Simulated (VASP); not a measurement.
# Cs in VASP: single point with HSE06+D3(BJ)

Aim: the single point of Cs with HSE06+D3(BJ).

Everything below comes from runs of VASP 6.6.1. Logs are shortened: lines on timing, memory, paths and dates and some standing lists are left out, and cuts for length are marked.

### 1 The cell of the first run

The cell holds a slab with vacuum, 5 atoms: a = 5.566 Å, b = 5.566 Å, c = 33.517 Å, α = 90.00°, β = 90.00°, γ = 120.00°.

The slab is cut from a database's or a generator's crystal, which needn't be the stable form of the element.

### 2 Single point, HSE06+D3(BJ) (the (0 0 1) slab of Cs, cut from the database cell, not relaxed)

Contents of POSCAR:

```
Cs
1.0
    5.5663060500      0.0000000000      0.0000000000
   -2.7831530250      4.8205624445      0.0000000000
    0.0000000000      0.0000000000     33.5169579200
Cs
5
Direct
    0.6666666700      0.3333333400      0.2237673245
    0.3333333300      0.6666666600      0.3618836623
    0.6666666700      0.3333333400      0.5000000000
    0.3333333300      0.6666666600      0.6381163377
    0.6666666700      0.3333333400      0.7762326755
```

Contents of INCAR.step1:

```
SYSTEM = Cs
PREC     = Accurate       ! precision mode
ENCUT    = 520            ! plane-wave cutoff, eV
EDIFF    = 1E-5           ! SCF threshold, eV
ISMEAR   = 0              ! smearing method
SIGMA    = 0.02           ! smearing width, eV
LREAL    = .False.        ! projectors in reciprocal space
LASPH    = .True.         ! aspherical terms in the spheres
NELM     = 100            ! most SCF steps
ALGO     = Normal         ! electronic algorithm
ISIF     = 2              ! what is computed and relaxed
LWAVE    = .True.         ! write WAVECAR
GGA      = PE             ! functional
NBANDS   = 30             ! bands
```

Contents of INCAR.step2:

```
SYSTEM = Cs
PREC     = Accurate       ! precision mode
ENCUT    = 520            ! plane-wave cutoff, eV
EDIFF    = 1E-6           ! SCF threshold, eV
ISMEAR   = 0              ! smearing method
SIGMA    = 0.02           ! smearing width, eV
LREAL    = .False.        ! projectors in reciprocal space
LASPH    = .True.         ! aspherical terms in the spheres
NELM     = 100            ! most SCF steps
ALGO     = Normal         ! electronic algorithm
ISIF     = 2              ! what is computed and relaxed
LWAVE    = .False.        ! write WAVECAR
LCHARG   = .True.         ! write CHGCAR
GGA      = PE             ! functional
LHFCALC  = .True.         ! exact exchange
HFSCREEN = 0.2079         ! screening, 1/A
PRECFOCK = Fast         
IVDW     = 12             ! dispersion correction
VDW_S6   = 1.0          
VDW_S8   = 2.31         
VDW_A1   = 0.383        
VDW_A2   = 5.685        
LELF     = .True.         ! ELF
LVHAR    = .True.       
ISTART   = 1            
NBANDS   = 30             ! bands
```

Contents of KPOINTS:

```
regular mesh
0
Gamma
  3 3 1
  0 0 0
```

Potentials or basis: VASP PAW PBE potentials, release 64 (Cs_sv).

Launch:

```bash
> cat potpaw_PBE.64/Cs_sv/POTCAR > POTCAR
> cp INCAR.step1 INCAR
> mpirun -np 1 vasp_std > vasp.out
> cp INCAR.step2 INCAR
> mpirun -np 1 vasp_std > vasp.out
```

OUTCAR:

```text
SYSTEM = Cs
   PREC = Accurate
   ENCUT = 520
   EDIFF = 1E-6
   ISMEAR = 0
   LREAL = .False.
   LASPH = .True.
   NELM = 100
   ISIF = 2
   GGA = PE
   LHFCALC = .True.
   HFSCREEN = 0.2079
   PRECFOCK = Fast
   IVDW = 12
   ISTART = 1
 IVDW          = 12

 ion  position               nearest neighbor table
   1  0.667  0.333  0.224-
   2  0.333  0.667  0.362-
   3  0.667  0.333  0.500-
   4  0.333  0.667  0.638-
   5  0.667  0.333  0.776-

  LATTYP: Found a hexagonal cell.
 ALAT       =     5.5663060500
 C/A-ratio  =     6.0214004798

  Lattice vectors:

 A1 = (   5.5663060500,   0.0000000000,   0.0000000000)
 A2 = (  -2.7831530250,   4.8205624445,   0.0000000000)
 A3 = (   0.0000000000,   0.0000000000,  33.5169579200)

Analysis of symmetry for initial positions (statically):
=====================================================================
 Subroutine PRICEL returns:
 Original cell was already a primitive cell.

 Routine SETGRP: Setting up the symmetry group for a
 hexagonal supercell.

 Subroutine GETGRP returns: Found 12 space group operations
 (whereof 12 operations were pure point group operations)
 out of a pool of 24 trial point group operations.

The static configuration has the point symmetry D_3h.

Analysis of symmetry for dynamics (positions and initial velocities):
=====================================================================
 Subroutine PRICEL returns:
 Original cell was already a primitive cell.

 Routine SETGRP: Setting up the symmetry group for a
 hexagonal supercell.

 Subroutine GETGRP returns: Found 12 space group operations
 (whereof 12 operations were pure point group operations)
 out of a pool of 24 trial point group operations.

The dynamic configuration has the point symmetry D_3h.

 Subroutine INISYM returns: Found 12 space group operations
 (whereof 12 operations are pure point group operations),
 and found     1 'primitive' translations

----------------------------------------------------------------------------------------

                                     Primitive cell

  volume of cell :     899.3513

  direct lattice vectors                    reciprocal lattice vectors
     5.566306050  0.000000000  0.000000000     0.179652357  0.103722337  0.000000000
    -2.783153025  4.820562445  0.000000000     0.000000000  0.207444673  0.000000000
     0.000000000  0.000000000 33.516957920     0.000000000  0.000000000  0.029835643

  length of vectors
     5.566306050  5.566306050 33.516957920     0.207444673  0.207444673  0.029835643

  position of ions in fractional coordinates (direct lattice)
     0.666666670  0.333333340  0.223767325
     0.333333330  0.666666660  0.361883662
     0.666666670  0.333333340  0.500000000
     0.333333330  0.666666660  0.638116338
     0.666666670  0.333333340  0.776232675

  ion indices of the primitive-cell ions
   primitive index   ion index
                 1           1
                 2           2
                 3           3
                 4           4
                 5           5

----------------------------------------------------------------------------------------

 KPOINTS: regular mesh

Automatic generation of k-mesh.
 Grid dimensions read from file:
 generate k-points for:    3    3    1

 Generating k-lattice:

  Cartesian coordinates                     Fractional coordinates (reciprocal lattice)
     0.059884119  0.034574112  0.000000000     0.333333333  0.000000000  0.000000000
     0.000000000  0.069148224  0.000000000     0.000000000  0.333333333  0.000000000
     0.000000000  0.000000000  0.029835643     0.000000000  0.000000000  1.000000000

  Length of vectors
     0.069148224  0.069148224  0.029835643

  Shift w.r.t. Gamma in fractional coordinates (k-lattice)
     0.000000000  0.000000000  0.000000000

 Subroutine IBZKPT returns following result:
 ===========================================

 Found      3 irreducible k-points:

 Following reciprocal coordinates:
            Coordinates               Weight
  0.000000  0.000000  0.000000      1.000000
  0.333333  0.000000  0.000000      6.000000
  0.333333  0.333333  0.000000      2.000000
   k-points           NKPTS =      3   k-points in BZ     NKDIM =      9   number of bands    NBANDS=     30
   number of dos      NEDOS =    301   number of ions     NIONS =      5
   total plane-waves  NPLWV = 441000
   dimension x,y,z NGX =    42 NGY =   42 NGZ =  250
   dimension x,y,z NGXF=    84 NGYF=   84 NGZF=  500
   ions per type =               5
   NGX,Y,Z   is equivalent  to a cutoff of  12.54, 12.54, 12.40 a.u.
   NGXF,Y,Z  is equivalent  to a cutoff of  25.09, 25.09, 24.80 a.u.
 SYSTEM =  Cs
   PREC   = accura    normal or accurate (medium, high low for compatibility)
   ISTART =      1    job   : 0-new  1-cont  2-samecut
   ICHARG =      0    charge: 1-file 2-atom 10-const
   ISPIN  =      1    spin polarized calculation?
   LNONCOLLINEAR =      F non collinear calculations
   LSORBIT =      F    spin-orbit coupling
   LASPH  =      T    aspherical Exc in radial PAW
   ENCUT  =  520.0 eV  38.22 Ry    6.18 a.u.  10.35 10.35 62.32*2*pi/ulx,y,z
   NELM   =    100;   NELMIN=  2; NELMDL=  0     # of ELM steps
   EDIFF  = 0.1E-05   stopping-criterion for ELM
   LREAL  =      F    real-space projection
   EDIFFG = 0.1E-04   stopping-criterion for IOM
   NSW    =      0    number of steps for IOM
   IBRION =     -1    ionic relax: 0-MD 1-quasi-New 2-CG
   NFREE  =      0    steps in history (QN), initial steepest desc. (CG)
   ISIF   =      2    stress and relaxation
   ISYM   =      3    0-nonsym 1-usesym 2-fastsym
   POTIM  = 0.5000    time-step for ionic-motion
   TEBEG  =    0.0;   TEEND  =   0.0 temperature during run
   PSTRESS=    0.0 pullay stress
   NELECT =      45.0000    total number of electrons
   NUPDOWN=      -1.0000    fix difference up-down
   EMIN   =  10.00;   EMAX   =-10.00  energy-range for DOS
   EFERMI =   0.00;   METHOD = LEGACY
   ISMEAR =     0;   SIGMA  =   0.02  broadening in eV -4-tet -1-fermi 0-gaus
   EFERMI_NEDOS =   21; number of points for ismear=-14 and -15
   IALGO  =     38    algorithm
   IMIX   =      1    mixing-type and parameters
     AMIX     =   0.40;   BMIX     =  1.00
     AMIX_MAG =   1.60;   BMIX_MAG =  1.00
  volume/ion in A,a.u.               =     179.87      1213.82
  Fermi-wavevector in a.u.,A,eV,Ry     =   0.603257  1.139991  4.951423  0.363919
  Thomas-Fermi vector in A             =   1.656171
   LORBIT       =      0    0 simple, 1 ext, 2 COOP (PROOUT), +10 PAW based schemes
   GGA     = PE    functional components
   LHFCALC =     T    Hartree Fock is set to
   PRECFOCK=fast      Normal, Fast or Accurate (Low or Medium for compatibility)
   ENCUT4O =  -1.0   cutoff for four orbital integrals eV
   NKREDX  =     1    reduce k-point grid by
   NKREDY  =     1    reduce k-point grid by
   NKREDZ  =     1    reduce k-point grid by
   AEXX    =    0.2500 exact exchange contribution
   HFSCREEN=    0.2079 screening length (either q_TF or 0.3 A-1)
   HFSCREENC=   0.2079 screening length for correlation (either q_TF or 0.3 A-1)
   ENCUTFOCK=  -1.0 apply spherical cutoff to Coloumb kernel
   IVDW    =    12    specifies the selected vdW correction
   LEPSILON=     F    determine dielectric tensor
   LRPA    =     F    only Hartree local field effects (RPA)
 non-spin polarized calculation
 Gauss-broadening in eV      SIGMA  =   0.02
  energy-cutoff  :      520.00
  volume of cell :      899.35
 maximum number of plane-waves:     24251
 NGX is ok and might be reduce to    42
  NGX = 24; NGY = 24; NGZ =144

 number of electron      45.0000012 magnetization

 Free energy of the ion-electron system (eV)
  ---------------------------------------------------
  ext. energy  EPLUGINS =         0.00000000
  ---------------------------------------------------
  free energy    TOTEN  =        -4.64142337 eV

  energy without entropy =       -4.63847666  energy(sigma->0) =       -4.63995001

 E-fermi :  -0.6090     XC(G=0):  -3.4333

 val. band max:       -0.6243531456   @ k =   0.0000   0.0000   0.0000
 cond. band min:      -0.2429542157   @ k =   0.3333   0.0000   0.0000
 fundamental gap:      0.3813989299
 Fermi energy:        -0.6090313843

 k-point     1 :       0.0000    0.0000    0.0000
  band No.  band energies     occupation
      1     -26.5176      2.00000
      2     -26.5176      2.00000
      3     -26.4482      2.00000
      4     -26.4481      2.00000
      5     -26.3510      2.00000
      6     -12.3310      2.00000
[... 22 lines left out ...]
     29       1.2217      0.00000
     30       1.7247      0.00000

 k-point     2 :       0.3333    0.0000    0.0000
  band No.  band energies     occupation
      1     -26.5151      2.00000
      2     -26.5151      2.00000
      3     -26.4457      2.00000
      4     -26.4456      2.00000
      5     -26.3485      2.00000
      6     -12.3206      2.00000
[... 22 lines left out ...]
     29       0.9670      0.00000
     30       1.1142      0.00000

 k-point     3 :       0.3333    0.3333    0.0000
  band No.  band energies     occupation
      1     -26.5139      2.00000
      2     -26.5139      2.00000
      3     -26.4444      2.00000
      4     -26.4444      2.00000
      5     -26.3472      2.00000
      6     -12.3142      2.00000
[... 22 lines left out ...]
     29       0.7882      0.00000
     30       0.8024      0.00000

------------------------ aborting loop because EDIFF is reached ----------------------------------------

 Edisp (eV)   -0.67055

 E8    (eV) :    -0.5428

  FORCE on cell =-STRESS in cart. coord.  units (eV):
  Direction    XX          YY          ZZ          XY          YZ          ZX
  --------------------------------------------------------------------------------------
  -------------------------------------------------------------------------------------
  Total      -0.79033    -0.79033    -1.32335     0.00000     0.00000     0.00000
  in kB      -1.40796    -1.40796    -2.35752     0.00000     0.00000     0.00000
  external pressure =       -1.72 kB  Pullay stress =        0.00 kB

 VOLUME and BASIS-vectors are now :
 -----------------------------------------------------------------------------
  energy-cutoff  :      520.00
  volume of cell :      899.35
      direct lattice vectors                 reciprocal lattice vectors
     5.566306050  0.000000000  0.000000000     0.179652357  0.103722337  0.000000000
    -2.783153025  4.820562445  0.000000000     0.000000000  0.207444673  0.000000000
     0.000000000  0.000000000 33.516957920     0.000000000  0.000000000  0.029835643

 POSITION                                       TOTAL-FORCE (eV/Angst)
 -----------------------------------------------------------------------------------
      2.78315      1.60685      7.50000         0.000000      0.000000      0.089648
      0.00000      3.21371     12.12924        -0.000000      0.000000     -0.040276
      2.78315      1.60685     16.75848        -0.000000      0.000000      0.000000
      0.00000      3.21371     21.38772         0.000000     -0.000000      0.040276
      2.78315      1.60685     26.01696        -0.000000      0.000000     -0.089648
 -----------------------------------------------------------------------------------
    total drift:                               -0.000000     -0.000010      0.000009

  FREE ENERGIE OF THE ION-ELECTRON SYSTEM (eV)
  ---------------------------------------------------
  free  energy   TOTEN  =        -5.3119694448 eV

  energy  without entropy=       -5.3090227292  energy(sigma->0) =       -5.31049609
```

It took 11 min on 1 thread of Intel Xeon 6975P-C (Granite Rapids), shared host; peak memory 1 GiB.

Results:

```yaml
Free_energy: -5.3120 eV
Largest_force: 0.090 eV/Å
Band_gap_on_the_k_mesh: none (metal or under the smearing width)
Dispersion_energy_per_atom: -0.134 eV
```

Forces on the atoms (eV/Å):
```
Cs   0.000  0.000  0.090
Cs   0.000  0.000 -0.040
Cs   0.000  0.000  0.000
Cs   0.000  0.000  0.040
Cs   0.000  0.000 -0.090
```

Caveat: the k mesh is coarse (spacing up to 0.43 Å⁻¹), so the values aren't converged, least of all with exact exchange; the PAW data sets were made with another functional, which shifts forces and pressure a little.
